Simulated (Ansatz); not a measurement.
**Putting H into Pb**

Computed with DFT r2SCAN, scalar-relativistic, plane waves, PAW in Ansatz.

Cutoff 500 eV; k points 12×12×12 on the computed 1-atom cell (Γ-centred); Gaussian smearing, width 0.10 eV; no spin polarisation for the host; each changed cell takes a mesh and smearing chosen by its own gap and starts from the host's moments or customary ones, or runs without spin. Cells and atoms are relaxed to the nearest stationary point that keeps the symmetry of their start (forces under 0.02 to 0.04 eV/Å, stress under 0.1 to 0.2 GPa); energies are at zero smearing, without zero-point or thermal terms.

Relaxed host (gap on the mesh 0 eV):

```xyz
1
Lattice="-1.9797 1.9797 1.9797 1.9797 -1.9797 1.9797 1.9797 1.9797 -1.9797" Properties=species:S:1:pos:R:3 pbc="T T T"
Pb    0.0000    0.0000    0.0000
```

Cases: (1) 1 H in a 2×2×2 repeat of the cell, at (0.125 0.375 0.250) in fractions of that repeat, 2.21 Å from the nearest atom of the relaxed host.

The table gives the energy per H taken from half an H2 molecule (negative: uptake is favourable), the swelling and the final surroundings.

| case | formula | energy per H (eV) | ΔV (%) | principal strains (%) | nearest host atoms of the first H | gap (eV) |
| --- | --- | --- | --- | --- | --- | --- |
| 1 | HPb8 | 0.63 | +3.6 | +26.8 -9.6 -9.6 | 4 (Pb) from 2.27 Å | 0 |

Each ion keeps what symmetry its start has, so a lower place off a symmetric site can be missed, above all for H.

Relaxed structure of case 1:

Space group I-4m2 (No. 119). a = 7.160 Å, b = 7.160 Å, c = 10.038 Å, α = 90.00°, β = 90.00°, γ = 90.00°
```csv
atom,site,symmetry,x,y,z
Pb,8i,.m.,0.2405,0.5000,0.3704
Pb,8i,.m.,0.0000,0.2533,0.6257
H,2a,-4m2,0.0000,0.0000,0.0000
```

This form of Pb (Im-3m) lies 0.04 eV/atom over the element's standard state.

Spin-orbit coupling is left out. In HPb8 a bond of the host changes by more than 0.6 Å or the volume by a third: the framework has rearranged or swollen or shrunk strongly, and the figure may no longer describe a topotactic step.

Cost: 2 runs of about 19 core-minutes in all, on Arm Neoverse V1 (shared hosts).